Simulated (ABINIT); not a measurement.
Runs of ABINIT 10.8.3 (patched build) on Ba. The structure is cubic, space group Im-3m (No. 229). Conventional cell: a = 5.013 Å, b = 5.013 Å, c = 5.013 Å, α = 90.00°, β = 90.00°, γ = 90.00°. Ba (site symmetry m-3m) has 8 Ba at 4.34 Å as nearest neighbours. 

| task | level | potentials or basis | cell | k mesh | cutoff (eV) | smearing | cell freedom (optcell) | optimiser (ionmov) | cutoff smearing ecutsm (Ha) | force stop (Ha/bohr) | fine-grid cutoff | gap on the mesh (eV) | pressure (GPa) |
| --- | --- | --- | --- | --- | --- | --- | --- | --- | --- | --- | --- | --- | --- |
| relaxation of cell and atoms | PBE | JTH PAW PBE v2.0 | relaxed | 6 × 6 × 6 | 408 | fermi-dirac 0.05 eV | 2 | 2 | 0.5 | 2e-05 | 816.342 eV | none | 0.0 |
| single point | PBE | PseudoDojo NC SR PBE v0.4.1 standard | as given | 6 × 6 × 6 | 490 | fermi-dirac 0.05 eV | - | - | - | - | - | none | -0.1 |
| single point | LDA | PseudoDojo NC SR LDA v0.4.1 standard | as given | 6 × 6 × 6 | 490 | fermi-dirac 0.05 eV | - | - | - | - | - | none | -1.4 |
| optical spectrum | LDA | PseudoDojo NC SR LDA v0.4.1 standard | as given | 10 × 10 × 10, with 2 shifts | 490 | methfessel-paxton 0.1 eV | - | - | - | - | - | - | (a) |
| phonons at a zone-boundary q | PBE | PseudoDojo NC SR PBE v0.4.1 standard | as given | 8 × 8 × 8 | 490 | cold (ABINIT) 0.1 eV | - | - | - | - | - | none | -0.2 |

Alike in all rows: no spin polarisation.

Q: Fill in the values left out.

A: (a) -1.5.

Caveats: this set's barium file shifts pressures by 1 GPa against other sets (some runs); this release of the barium file is off (some runs); this set's barium file shifts pressures by 1.5 GPa and gaps by 0.1 eV against other sets (some runs); the intraband (Drude) term is left out (some runs); spectra need much finer meshes, so this one isn't converged (some runs); independent-particle spectra lack excitons (some runs).

A k mesh can miss the band edges, and the runs leave out spin-orbit coupling on Ba.

A gap of «none» marks a metal or a gap under the smearing width.
